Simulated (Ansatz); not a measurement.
**TaN: stress in a strained cell, part 1 of 2**

Aim: deform TaN (equal xy, yz and zx engineering shear strains of -1 %) and compute stress, forces and field gradients with LAPW, PAW and all-electron datasets made for the crystal.

Method: DFT PBEsol, scalar-relativistic, in Ansatz 0.2.0.

## 1. The starting structure

The structure is hexagonal, space group P-6m2 (No. 187). The conventional cell has a = 2.938 Å, b = 2.938 Å, c = 2.883 Å, α = 90.00°, β = 90.00°, γ = 120.00°. Ta (site symmetry -6m2) is surrounded by 6 N at 2.23 Å. Around N (site symmetry -6m2) lie 6 Ta at 2.23 Å.

Structure file:

```cif
data_structure
_symmetry_space_group_name_H-M 'P 1'
_symmetry_Int_Tables_number 1
_cell_length_a 2.9380
_cell_length_b 2.9380
_cell_length_c 2.8830
_cell_angle_alpha 90.000
_cell_angle_beta 90.000
_cell_angle_gamma 120.000
_cell_volume 21.55
loop_
_atom_site_label
_atom_site_type_symbol
_atom_site_fract_x
_atom_site_fract_y
_atom_site_fract_z
_atom_site_occupancy
Ta1 Ta 0.33333 0.66667 0.50000 1
N1 N 0.00000 0.00000 0.00000 1
```

Atoms are numbered in the order of the input: Ta1, N2.

## 2. After the deformation

Space group P-6m2 before, P1 after.

## 3. LAPW, all electrons

input.yaml reads:

```yaml
crystal:
  lattice:
    - [2.9379988584, -0.0146899943, -0.0146899943]
    - [-1.4817213374, 2.5517266448, -0.0053769111]
    - [-0.014415, -0.014415, 2.883]
  atoms:
    - { symbol: Ta, position: [0.3333333333, 0.6666666667, 0.5] }
    - { symbol: "N", position: [0.0, 0.0, 0.0] }
kpoints:
  mp_grid: { grid: [12, 12, 10] }
  band_path:
    path:
      - [0.0, 0.0, 0.0]
      - [0.0, 0.0, 0.5]
      - [-0.5, 0.5, 0.0]
      - [0.0, 0.0, 0.0]
      - [0.0, -0.5, 0.0]
      - [-0.5, 0.0, 0.5]
      - [0.0, 0.0, 0.0]
      - [-0.5, 0.0, 0.0]
      - [0.0, -0.5, 0.5]
    npoints: 5
scf:
  occupations: { method: fermi_dirac, width: 0.02 }
hamiltonian:
  xc: pbesol
  pseudopotentials: { kind: all_electron, lapw: { basis_error: 0.0005 } }
output:
  forces: true
  stress: true
  eigenvalues: true
```

On the command line:

```sh
ansatz run input.yaml --threads 1 --pin off --max-ram 3072MiB --backend cpu --events-out ev --progress --plain --runs-dir out
```

Standard output:

```text
LAPW: plane waves up to 10.065 Å⁻¹, error target 5.0e-4 eV per atom; small_component_spin mean_spin; N in spheres of 0.936 Å, 7 of its electrons in bands, Dirac shells []; Ta in spheres of 1.270 Å, 43 of its electrons in bands, Dirac shells []
Engine: ansatz 0.2.0
Pseudopotentials: kind: all_electron
Pseudopotential: Ta, LAPW, valence charge 43, Koelling and Harmon's equation, gaussian nucleus
Pseudopotential: N, LAPW, valence charge 7, Koelling and Harmon's equation, gaussian nucleus
Functional definition: PBEsol
  exchange = pbesol_x
  correlation = pbesol_c
Crystal: 2 atoms, lattice volume = 21.550 Å³
Basis set: ecut = 385.9598322290335 eV, 391 PW (Γ), exchange–correlation at level 2
Bands: 30, of which v1, the nominal top of the filled ones, is band 25 counted from 1 (24 counted from 0)
Symmetry: 1 space group operations
Space group: P1 (ITA 1), of the structure as read, at distance tolerance 2.8e-5 Å
k-points: 724 of 1440 (time reversal used)
Non-local potential: Ta, projectors of the file, none
Non-local potential: N, projectors of the file, none
Initial density: superposition of atomic densities (chi_scale 0.1, normalization cell, long waves kept (reshape's long-wave potential 0.00 eV rms))
Initial wavefunctions: plane waves of lowest kinetic energy (no species holds an atomic orbital)
Functional: x = pbesol(κ = 0.804, μ = 0.12345679012345678), c = pbesol(β = 0.046)
iter 1 solved again at ethr=6.30e-3 eV; its pass at ethr=1.00e-1 eV (dr2=3.15e0 eV) is discarded
SCF iter   1: F=—  HF=-425931.924841 eV  |F-HF|=—  |Δ(HF+E_count)|=         —  Δρ=1.13e-1  dr2=3.15e0  ethr=6.30e-3  ⟨swp⟩=2.0  Hψ=138304  notcnv=0
preconditioner: auto → none  [insulator: Δε(μ)=0.138 eV  Ē_g=22.986 eV  σ=0.020 eV  W_gap=0.94  n_scr=8 (ndim 8)  ℏωp=43.8 eV  f_vac=0.000  D(μ)=0.01/eV (n_scr^D=0)  ε∞_Penn≈4.6]
SCF iter   2: F=—  HF=-425931.433695 eV  |F-HF|=—  |Δ(HF+E_count)|=   4.91e-1  Δρ=7.31e-2  dr2=1.40e0  ethr=6.29e-3  ⟨swp⟩=3.0  Hψ=65005  notcnv=0
iter 3 solved again at ethr=1.03e-4 eV; its pass at ethr=2.80e-3 eV (dr2=5.13e-2 eV) is discarded
SCF iter   3: F=—  HF=-425930.648441 eV  |F-HF|=—  |Δ(HF+E_count)|=   7.85e-1  Δρ=1.73e-2  dr2=5.13e-2  ethr=1.03e-4  ⟨swp⟩=2.0  Hψ=113341  notcnv=0
SCF iter   4: F=—  HF=-425930.644013 eV  |F-HF|=—  |Δ(HF+E_count)|=         —  Δρ=2.24e-3  dr2=1.39e-3  ethr=1.03e-4  ⟨swp⟩=2.0  Hψ=68780  notcnv=0
the basis was enlarged: its passes take 817.4 KiB over the memory plan, 1 of 1 planned eigensolver slots
SCF iter   5: F=—  HF=-425930.639628 eV  |F-HF|=—  |Δ(HF+E_count)|=   4.39e-3  Δρ=1.56e-3  dr2=7.19e-4  ethr=2.78e-6  ⟨swp⟩=2.0  Hψ=65175  notcnv=0
SCF iter   6: F=—  HF=-425930.639169 eV  |F-HF|=—  |Δ(HF+E_count)|=   4.58e-4  Δρ=3.93e-4  dr2=2.28e-5  ethr=1.44e-6  ⟨swp⟩=2.0  Hψ=65171  notcnv=0
SCF iter   7: F=—  HF=-425930.639165 eV  |F-HF|=—  |Δ(HF+E_count)|=   4.24e-6  Δρ=4.20e-5  dr2=2.88e-7  ethr=4.57e-8  ⟨swp⟩=2.0  Hψ=65170  notcnv=0
SCF iter   8: F=-425930.639165 eV  HF=-425930.639165 eV  |F-HF|=8.61e-9  |Δ(HF+E_count)|=   2.47e-8  Δρ=6.29e-6  dr2=7.28e-9  ethr=5.76e-10  ⟨swp⟩=2.6  Hψ=65789  notcnv=0
SCF 1 converged in 8 iterations: F = -425930.639165 eV  dr2 = 7.28e-9
NSCF: frozen V_eff on 41 k-points
SCF converged after 8 iterations
Free energy (F): -425930.639165 eV
Harris-Foulkes:  -425930.639165 eV  (|F-HF|=8.61e-9)
Internal energy: -425930.639026 eV  (E = F + TS)
E sigma→0 (E₀):  -425930.639096 eV
Entropy (-TS):   -0.000139 eV (-0.069 meV/atom)
Fermi energy:    25.362512 eV
--- Per-component energies (eV) ---
  E_band       = -4727.301318
  E_kinetic    = 475233.643551
  E_xc         = -8679.728633
  E_electrostatic = -892484.553945  (all electrons and nuclei)
  E_smearing   = -0.000139  (= −TS)
  E_closure    = 0.000000  (closes the sum)
  E_atoms      = -425908.901655  (free atoms, spherical and without spin; not in F)
  Σ components = -425930.639165   (vs F -425930.639165, Δ=0.00e0)
  Basis errors (estimates in eV, not in F): energy 1.7e-4 per atom: plane waves 1.5e-4 (8.4e-5 summed), levels above the bands 3.0e-198, relativity 2.1e-8, radial functions 1.8e-5, core shells 5.5e-7; eigenvalues (radial functions only) 1.6e-6; not estimated: angular momenta, meshes, grids; target (lapw.basis_error) 5.0e-4; muffin-tin radii N 0.936 Å, Ta 1.270 Å
--- Forces (eV/Å), atoms counted from 1 ---
  atom   1  Ta    -0.01907886    -0.00036361    -0.00540590
  atom   2  N      0.01908082     0.00036305     0.00540613
  max |Σ_I F_I| component: 1.96e-6 eV/Å
--- Stress (GPa, compression-positive) ---
       -4.677650       2.243696       2.453494
        2.243696      -4.486959       2.451376
        2.453494       2.451376      -4.862524
  P = ⅓ Tr σ = -4.6757 GPa (-46.757 kbar)
--- Band table (eV; the first three rows and the last of 724) ---
  k-point 0: bands = ["-369.9778", "-369.9615", "-369.9586", "-350.9064", "-191.7641", "-191.7624", "-191.7332", "-191.7305", "-191.7295", "-43.1092", "-9.4556", "-9.2096", "-9.1883", "5.1377", "5.1545", "5.1550", "5.1624", "5.1646", "5.1773", "5.2469", "7.6009", "20.6583", "20.7808", "21.0779", "22.3773", "27.4795", "28.7839", "28.9076", "29.2879", "29.3370"]
  k-point 1: bands = ["-369.9778", "-369.9615", "-369.9586", "-350.9064", "-191.7641", "-191.7624", "-191.7332", "-191.7305", "-191.7295", "-43.1043", "-9.5511", "-9.2018", "-9.1805", "5.1408", "5.1529", "5.1535", "5.1652", "5.1676", "5.1718", "5.2469", "7.8055", "20.3524", "20.7459", "20.8663", "22.9734", "27.7081", "27.7579", "27.9107", "29.9783", "30.0599"]
  k-point 2: bands = ["-369.9778", "-369.9615", "-369.9586", "-350.9064", "-191.7641", "-191.7624", "-191.7332", "-191.7305", "-191.7295", "-43.0917", "-9.7942", "-9.1813", "-9.1600", "5.1456", "5.1485", "5.1499", "5.1588", "5.1731", "5.1756", "5.2470", "8.3689", "19.0125", "20.9717", "21.0776", "24.1921", "26.4944", "26.6160", "28.7178", "30.1013", "30.1964"]
  k-point 723: bands = ["-369.9778", "-369.9615", "-369.9586", "-350.9064", "-191.7641", "-191.7624", "-191.7332", "-191.7305", "-191.7295", "-42.9858", "-10.1280", "-10.0644", "-9.3171", "5.1002", "5.1608", "5.1656", "5.1682", "5.1746", "5.2105", "5.2178", "9.6011", "17.9552", "19.1001", "19.6546", "24.8923", "29.4563", "30.6225", "31.3464", "32.3671", "35.3521"]
```

Wall time 5.9 min (1 thread of Arm Neoverse V1, shared host); peak memory 1.7 GiB.

In short: pressure -4.68 GPa; no gap; largest force 0.020 eV/Å.

## 4. Frozen-core PAW

input.yaml reads:

```yaml
crystal:
  lattice:
    - [2.9379988584, -0.0146899943, -0.0146899943]
    - [-1.4817213374, 2.5517266448, -0.0053769111]
    - [-0.014415, -0.014415, 2.883]
  atoms:
    - { symbol: Ta, position: [0.3333333333, 0.6666666667, 0.5] }
    - { symbol: "N", position: [0.0, 0.0, 0.0] }
kpoints:
  mp_grid: { grid: [12, 12, 10] }
scf:
  occupations: { method: fermi_dirac, width: 0.02 }
hamiltonian:
  xc: pbesol
  pseudopotentials: { kind: paw }
output:
  forces: true
  stress: true
  eigenvalues: true
  efg: { contact_densities: true }
```

On the command line:

```sh
ansatz run input.yaml --threads 1 --pin off --max-ram 3072MiB --backend cpu --events-out ev --progress --plain --runs-dir out
```

Standard output:

```text
Ta: output.efg is read without spin–orbit coupling, which moves field gradients at and beside such atoms by some per cent and up to a factor of two; PAW files take it under magnetization.noncollinear and magnetization.spin_orbit
[... 1 set-up line as earlier in the session ...]
Pseudopotentials: kind: paw
Pseudopotential: Ta, paw, valence charge 13, recommended cutoff 420 eV (normal)
Pseudopotential: N, paw, valence charge 5, recommended cutoff 420 eV (normal)
[... 3 set-up lines as earlier in the session ...]
Crystal: 2 atoms, lattice volume = 21.550 Å³
Basis set: ecut = 420 eV, 405 PW (Γ), exchange–correlation on 40×40×40 points (8 copies of the dense FFT grid, shifted against one another)
Bands: 13, of which v1, the nominal top of the filled ones, is band 9 counted from 1 (8 counted from 0)
[... 2 set-up lines as earlier in the session ...]
k-points: 724 of 1440 (time reversal used)
Non-local potential: Ta, projectors of the file, l = 0: 3, l = 1: 2, l = 2: 2, l = 3: 1
Non-local potential: N, projectors of the file, l = 0: 2, l = 1: 2, l = 2: 1
PAW form: soft (Blöchl's): semilocal exchange-correlation on the pseudo side does not see the compensation charge
PAW frozen core: Ta, regenerated for the run's functional, and the local potential with it (the file was generated under x = pbe(κ = 0.804, μ = 0.2195149727645171), c = pbe(β = 0.06672455060314922))
PAW frozen core: N, regenerated for the run's functional, and the local potential with it (the file was generated under x = pbe(κ = 0.804, μ = 0.2195149727645171), c = pbe(β = 0.06672455060314922))
PAW one-centre angular grid: Ta, 590 points (default); XC on 64 Gauss nodes
PAW one-centre angular grid: N, 110 points (default); XC on 64 Gauss nodes
Initial density: superposition of atomic densities (neutral atoms: chi_scale 0, normalization atom), corrected by the library's trained network
Initial wavefunctions: pseudopotential atomic-orbital guess
[... 1 set-up line as earlier in the session ...]
SCF iter   1: F=—  HF=-10187.647506 eV  |F-HF|=—  |Δ(HF+E_count)|=         —  Δρ=1.72e-2  dr2=6.06e-2  ethr=1.77e-3  ⟨swp⟩=6.1  Hψ=49026  notcnv=0
preconditioner: auto → none  [metal: Δε(μ)=0.019 eV  Ē_g=10.965 eV  σ=0.020 eV  W_gap=0.23  n_scr=8 (ndim 8)  ℏωp=25.3 eV  f_vac=0.000  D(μ)=0.10/eV (n_scr^D=0)  sad-step TF]
SCF iter   2: F=—  HF=-10187.640701 eV  |F-HF|=—  |Δ(HF+E_count)|=   6.80e-3  Δρ=1.04e-2  dr2=2.57e-2  ethr=3.37e-4  ⟨swp⟩=1.6  Hψ=15679  notcnv=0
SCF iter   3: F=—  HF=-10187.635120 eV  |F-HF|=—  |Δ(HF+E_count)|=   5.58e-3  Δρ=1.07e-3  dr2=1.48e-4  ethr=1.43e-4  ⟨swp⟩=2.1  Hψ=15153  notcnv=0
SCF iter   4: F=—  HF=-10187.635057 eV  |F-HF|=—  |Δ(HF+E_count)|=   6.32e-5  Δρ=2.05e-4  dr2=5.63e-6  ethr=8.23e-7  ⟨swp⟩=2.0  Hψ=15040  notcnv=0
SCF iter   5: F=—  HF=-10187.635072 eV  |F-HF|=—  |Δ(HF+E_count)|=   1.48e-5  Δρ=1.84e-5  dr2=3.39e-8  ethr=3.13e-8  ⟨swp⟩=2.4  Hψ=13653  notcnv=0
SCF iter   6: F=-10187.635072 eV  HF=-10187.635072 eV  |F-HF|=9.09e-12  |Δ(HF+E_count)|=  1.51e-10  Δρ=3.23e-6  dr2=7.85e-10  ethr=1.88e-10  ⟨swp⟩=2.1  Hψ=33945  notcnv=0
SCF 1 converged in 6 iterations: F = -10187.635072 eV  dr2 = 7.85e-10
SCF converged after 6 iterations
Free energy (F): -10187.635072 eV
Harris-Foulkes:  -10187.635072 eV  (|F-HF|=9.09e-12)
Internal energy: -10187.634931 eV  (E = F + TS)
E sigma→0 (E₀):  -10187.635002 eV
Entropy (-TS):   -0.000140 eV (-0.070 meV/atom)
Fermi energy:    20.157431 eV
--- Per-component energies (eV) ---
  E_band       = -54.412853
  E_kinetic    = 498.881251
  E_local      = -604.774809  (includes V_loc(G=0)·N_el)
  E_nonlocal   = 62.490588
  E_hartree    = 202.795013
  E_xc         = -277.912218
  E_vxc        = -281.678586  (∫ρ·V_xc dr)
  E_paw        = -8395.322581  (= ΣΔE_a)
  E_vpaw       = -134.921275  (= ΣTr[D̂ρ^β])
  E_aug_tail   = 0.000194  (compensation charges beyond the density's cutoff)
  E_ewald      = -1674.034114
  E_core_change = 0.241745  (= ΣΔE_core)
  E_smearing   = -0.000140  (= −TS)
  E_closure    = 0.000000  (closes the sum)
  Σ components = -10187.635072   (vs F -10187.635072, Δ=0.00e0)
--- Forces (eV/Å), atoms counted from 1 ---
  atom   1  Ta    -0.01958845    -0.00039385    -0.00547497
  atom   2  N      0.01959072     0.00039341     0.00547684
  max |Σ_I F_I| component: 2.27e-6 eV/Å
--- Stress (GPa, compression-positive) ---
       -4.767617       2.251981       2.470551
        2.251981      -4.578106       2.468356
        2.470551       2.468356      -4.947442
  P = ⅓ Tr σ = -4.7644 GPa (-47.644 kbar)
--- PAW observables at the nuclei: V_zz in 10²¹ V/m², potentials from the cell's mean, atoms counted from 1 ---
  atom   1  Ta V_zz =    +6.352980   η = 0.6348   by run symmetry: allowed
            electrostatic potential = -14501.146244 V   contact ρ = 8144140.566665 e/Å³
  atom   2  N  V_zz =    -0.225923   η = 0.5661   by run symmetry: allowed
            electrostatic potential = -528.942464 V   contact ρ = 1403.973046 e/Å³
--- Band table (eV; the first three rows and the last of 724) ---
  k-point 0: bands = ["-48.3036", "-14.6540", "-14.4014", "-14.3795", "2.3625", "15.4445", "15.5669", "15.8653", "17.1585", "22.2663", "23.5769", "23.7005", "24.0780"]
  k-point 1: bands = ["-48.2988", "-14.7499", "-14.3936", "-14.3718", "2.5694", "15.1374", "15.5317", "15.6520", "17.7569", "22.5007", "22.5487", "22.7007", "24.7688"]
  k-point 2: bands = ["-48.2860", "-14.9938", "-14.3733", "-14.3516", "3.1364", "13.7958", "15.7563", "15.8621", "18.9773", "21.2882", "21.4098", "23.5067", "24.8930"]
  k-point 723: bands = ["-48.1799", "-15.3266", "-15.2574", "-14.5081", "4.3502", "12.7397", "13.8793", "14.4400", "19.6798", "24.2464", "25.4187", "26.1389", "27.1594"]
```

Wall time 21 s (1 thread of Arm Neoverse V1, shared host); peak memory 0.55 GiB.

This run gives: pressure -4.76 GPa; no gap; largest force 0.020 eV/Å; Vzz Ta1 6.35 (η = 0.63), N2 -0.23 (η = 0.57) (10²¹ V/m²).

(Continued in part 2 of 2.)
